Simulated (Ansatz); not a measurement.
## Straining TiC

Theory: Ansatz 0.2.0, DFT PBEsol, scalar-relativistic, plane waves, PAW. (420 eV cutoff, 18×18×12 k-mesh, Gaussian smearing of 0.10 eV, no spin polarisation)

Starting point, cell and atoms relaxed:

```yaml
crystal:
  lattice:
    - [2.14669, 2.14669, 0.00000]
    - [-2.14669, 2.14669, 0.00000]
    - [0.00000, 0.00000, 4.29337]
  atoms:
    - { symbol: Ti, position: [0.00000, 0.00000, 0.00000] }
    - { symbol: Ti, position: [0.50000, 0.50000, 0.50000] }
    - { symbol: C, position: [0.50000, 0.50000, 0.00000] }
    - { symbol: C, position: [0.00000, 0.00000, 0.50000] }
```

Deformation: biaxial strain in the a-b plane, with the length and tilt of c and the atoms relaxed, all within the symmetry that the strain leaves. Energies are extrapolated to zero smearing. Stress is positive in compression, on the Cartesian axes of the cell above.

Strains computed: -6.0, -4.0, -2.0, +2.0, +4.0, +6.0 %.

At which strain does the energy stand 171.6 meV/atom over the relaxed crystal with σxx = 53.34, σyy = 53.34, σzz = 0.00 GPa?

-6.0 %.